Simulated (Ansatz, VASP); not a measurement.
This is a calculation of Pt for VASP 6.6.1. 

File INCAR:

```
SYSTEM = Pt
PREC = Accurate ; ENCUT = 520
EDIFF = 1E-7 ; ISMEAR = 0
SIGMA = 0.014 ; LREAL = .False.
LASPH = .True. ; NELM = 60
ALGO = Normal ; ISIF = 2
LWAVE = .False. ; LCHARG = .True.
GGA = PE ; LELF = .True.
LVHAR = .True. ; NBANDS = 11
```

Contents of KPOINTS:

```
Automatic mesh
0
Gamma
  12 12 12
  0 0 0
```

The input POSCAR:

```
Pt
1.0
    0.0000000000      1.9609000000      1.9609000000
    1.9609000000      0.0000000000      1.9609000000
    1.9609000000      1.9609000000      0.0000000000
Pt
1
Direct
    0.0000000000      0.0000000000      0.0000000000
```

Potentials or basis: VASP PAW PBE potentials, release 64 (Pt).

The run is started by

```console
$ cat potpaw_PBE.64/Pt/POTCAR > POTCAR
$ mpirun -np 1 vasp_std > vasp.out
```

Question: Translate it to Ansatz 0.2.0. Potentials or basis there: all-electron LAPW, scalar-relativistic.

Answer: As run (cutoffs and basis follow the program's own potentials, and thresholds, step limits or extra output files can differ):

File input.yaml:

```yaml
crystal:
  lattice:
    - [0.0, 1.9609, 1.9609]
    - [1.9609, 0.0, 1.9609]
    - [1.9609, 1.9609, 0.0]
  atoms:
    - { symbol: Pt, position: [0.0, 0.0, 0.0] }
kpoints:
  mp_grid: { grid: [12, 12, 12] }
scf:
  occupations: { method: gaussian, width: 0.014 }
hamiltonian:
  xc: pbe
  pseudopotentials: { kind: all_electron, lapw: { basis_error: 0.001 } }
output:
  forces: true
  stress: true
  eigenvalues: true
```

Potentials or basis: all-electron LAPW, scalar-relativistic.

Launch:

```sh
$ ansatz run input.yaml --threads 1 --pin off --max-ram 3072MiB --backend cpu --events-out ev --progress --plain --runs-dir out
```

Both were run:

|  | VASP | Ansatz |
| --- | --- | --- |
| Pressure | 9.7 GPa | 10.2 GPa |

Where Ansatz's input types no cutoff or centring, it takes its own default and a Γ-centred mesh.

Pressure is positive in compression.
